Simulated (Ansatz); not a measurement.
## HfO2: Hf vacancy

Computed with Ansatz 0.2.0, DFT PBEsol, scalar-relativistic, plane waves, PAW. Run with 420 eV cutoff, 2×2×2 k-mesh, Gaussian smearing of 0.01 eV, collinear spin.

Host crystal, relaxed:

```cif
data_structure
_symmetry_space_group_name_H-M 'P 1'
_symmetry_Int_Tables_number 1
_cell_length_a 4.8301
_cell_length_b 4.8301
_cell_length_c 3.2097
_cell_angle_alpha 90.000
_cell_angle_beta 90.000
_cell_angle_gamma 90.000
_cell_volume 74.88
loop_
_atom_site_label
_atom_site_type_symbol
_atom_site_fract_x
_atom_site_fract_y
_atom_site_fract_z
_atom_site_occupancy
Hf1 Hf 0.00000 0.00000 0.00000 1
Hf2 Hf 0.50000 0.50000 0.50000 1
O1 O 0.19497 0.80503 0.50000 1
O2 O 0.30503 0.30503 0.00000 1
O3 O 0.69497 0.69497 0.00000 1
O4 O 0.80503 0.19497 0.50000 1
```

Supercell of 24 atoms, rows in host cell vectors: -1 -1 0; -1 1 0; 1 0 -2. Atoms relax at the host's cell from a start displaced at random by 0.05 Å near the defect, so other minima may exist. The cell is small, so energies carry finite-size errors of tenths of an eV. The host's Kohn–Sham gap is 3.89 eV. Atoms are taken from and returned to the elements' standard states. Charged cells are corrected for image charges with the computed static dielectric tensor (mean 28.6) and aligned with the host's potential at far atoms (alignment terms reach 5.44 eV; the program doubts the alignment in some charges, where it is up to 5.44 eV). No band-filling term is added, and the Fermi level counts from the host's valence band top.

Spin-orbit coupling is left out, which matters for the bands and energies of heavy elements. Starting moments were lost in some runs.

Defect: Hf vacancy set at (0.000, 0.000, 0.000) of the host cell. In charges +1, 0, -1 some atom moved by up to 0.7 Å, so the relaxed defect can differ in kind from the start. Before relaxation its nearest neighbours are 6 O at 2.08 Å.

```tsv
charge	E_f at the valence band top (eV)	over the neutral state (eV)	moment (μB)	largest move (Å)	atoms near the site
+1	17.78	0.45	2.00	0.73	1 O at 2.10 Å, 1 O at 2.13 Å, 1 O at 2.25 Å, 1 O at 2.28 Å, 1 O at 2.67 Å, 1 O at 2.69 Å
0	17.33	0.00	4.00	0.59	1 O at 2.14 Å, 1 O at 2.16 Å, 1 O at 2.22 Å, 1 O at 2.25 Å, 1 O at 2.55 Å, 1 O at 2.58 Å
-1	17.23	-0.09	3.00	0.59	1 O at 2.16 Å, 1 O at 2.19 Å, 1 O at 2.20 Å, 1 O at 2.22 Å, 1 O at 2.55 Å, 1 O at 2.57 Å
-2	17.25	-0.08	1.75	0.19	1 O at 2.20 Å, 1 O at 2.23 Å, 1 O at 2.25 Å, 1 O at 2.26 Å, 1 O at 2.29 Å, 1 O at 2.30 Å
-3	17.47	0.14	0.00	0.21	1 O at 2.11 Å, 1 O at 2.15 Å, 2 O at 2.27 Å, 1 O at 2.31 Å, 1 O at 2.32 Å
```

Among the charges computed the stable one is -1 at the valence band top, changing to -2 at 0.01 eV, changing to -3 at 0.22 eV. In charge +1, 0, -2, -3 the cell has partly filled bands: a level of the defect may be part filled, the carrier may sit in the host's bands, or levels may cross between the k points, so transitions that involve it are doubtful. Without the alignment that the program doubts, the level (-1/-2) would lie at -1.81 eV, outside the gap, so these runs don't decide whether the defect changes charge there. Without the alignment that the program doubts, the level (-2/-3) would lie at -1.43 eV, outside the gap, so these runs don't decide whether the defect changes charge there. Fractional moments come from partly filled bands of the small cell.